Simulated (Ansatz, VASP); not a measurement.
**One calculation of BN, two programs**

The input INCAR:

```
SYSTEM = BN
PREC = Accurate
ENCUT = 520
EDIFF = 1E-7
ISMEAR = 0
SIGMA = 0.01
LREAL = .FALSE.
LASPH = .TRUE.
NELM = 60
ALGO = Normal
ISIF = 2
LWAVE = .FALSE.
LCHARG = .TRUE.
GGA = PE
LELF = .TRUE.
LVHAR = .TRUE.
NBANDS = 11
```

Contents of KPOINTS:

```
Automatic mesh
0
G
  12 12 12
  0 0 0
```

File POSCAR:

```
BN
1.0
    0.0000000000      3.2928569342      2.1632761876
    1.2509583917      0.0000000000      2.1632761876
    1.2509583917      3.2928569342      0.0000000000
B N
1 1
Direct
    0.0001138439      0.0001138439      0.9998861561
    0.6665861461      0.6665861461      0.3334138539
```

Input for Ansatz:

```yaml
crystal:
  lattice:
    - [0.0, 3.2928569342, 2.1632761876]
    - [1.2509583917, 0.0, 2.1632761876]
    - [1.2509583917, 3.2928569342, 0.0]
  atoms:
    - { symbol: B, position: [0.0001138439, 0.0001138439, 0.9998861561] }
    - { symbol: "N", position: [0.6665861461, 0.6665861461, 0.3334138539] }
kpoints:
  mp_grid: { grid: [12, 12, 12] }
  band_path:
    path:
      - [0.0, 0.0, 0.0]
      - [0.5, 0.0, 0.5]
      - [1.0, 0.5, 0.5]
      - [0.5, 0.5, 0.0]
      - [0.0, 0.3696802582, 0.3696802582]
      - [1.0, 0.6303197418, 0.6303197418]
      - [0.5, 0.2975180175, 0.7975180175]
      - [0.5, 0.7024819825, 0.2024819825]
      - [0.5, 0.5, 0.5]
      - [0.5, 0.364583, -0.135417]
      - [0.0, 0.3327122324, 0.3327122324]
    npoints: 1
hamiltonian:
  xc: pbe
scf:
  occupations: { method: fixed }
  n_extra_bands: 4
output:
  forces: true
  stress: true
  eigenvalues: true
```

Alike in both runs: task single point; functional PBE; k mesh 12 × 12 × 12; no spin polarisation.

|  | VASP | Ansatz |
| --- | --- | --- |
| version | VASP 6.6.1 | Ansatz 0.2.0 |
| potentials or method | VASP PAW PBE potentials, release 64 (B, N) | plane waves, PAW |
| plane-wave cutoff (eV) | 520 | 420 |
| occupations | gaussian, width 0.01 eV | fixed |
| valence electrons in the cell | 8 | 8 |

```tsv
	VASP	Ansatz	Ansatz less VASP
gap on the k mesh at the Fermi level (eV)	3.59	3.60	+0.008
pressure (GPa)	4.7	4.6	-0.07
largest component of the traceless stress (GPa)	1.31	1.11	-0.207
```

A k mesh can miss the band edges. A hybrid or GW would open this gap; PBE tends to underestimate it.
